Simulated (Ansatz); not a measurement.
# SiS$_{2}$: from a migration barrier to a jump rate

Theory: Ansatz 0.2.0, DFT PBE+D3(BJ), scalar-relativistic, plane waves, PAW. The runs took a 420 eV cutoff, a Γ-centred 4×4×2 mesh and Gaussian smearing (0.05 eV). No spin polarisation.

In a supercell of 24 sites an atom of S jumps into a neighbouring S vacancy, a = 3.27 Å from site to site in the perfect crystal, with a cell charge of +2 (uniform background, no finite-size correction). The half-way point, relaxed in its symmetry, lies 2.127 eV above the relaxed vacancy. Take it as the barrier; the order of the saddle wasn't checked, and the cell is small.

Problem. With an assumed attempt frequency of 10¹³ s⁻¹, how often does the jump happen, and how fast does the vacancy diffuse?

Solution. Transition-state theory gives Γ = ν exp(−E/k_BT), and one such jump direction contributes Γa²/6 to the vacancy's diffusion coefficient averaged over directions:

| T (K) | E/k_BT | Γ (1/s) | Γa²/6 (cm²/s) |
| --- | --- | --- | --- |
| 300 | 82.3 | 1.8 × 10^-23 | 3.3 × 10^-39 |
| 600 | 41.1 | 1.4 × 10^-5 | 2.4 × 10^-21 |
| 1000 | 24.7 | 1.9 × 10^2 | 3.4 × 10^-14 |
| 1500 | 16.5 | 7.1 × 10^5 | 1.3 × 10^-10 |

The rate reaches one jump a second at T = E/(k_B ln 10¹³) = 825 K. The number of equivalent jumps multiplies D if they link up through the crystal; a hop between two sites alone gives no long-range diffusion, which then waits on a higher barrier. In either case the atoms' own diffusion carries the vacancy concentration and a correlation factor besides. Rows above the melting point are formal, and so are rows where E/k_BT falls under about 3, since the theory needs rare jumps.

Problem. How much does an error of 0.1 eV in the barrier matter?

Solution. It multiplies the rate by exp(0.1 eV/k_BT): 48 at 300 K and 3.2 at 1000 K, more than the usual doubt about ν at low temperature.

Cost: 2 runs of about 49 core-minutes in all, on Arm Neoverse N1 (shared hosts).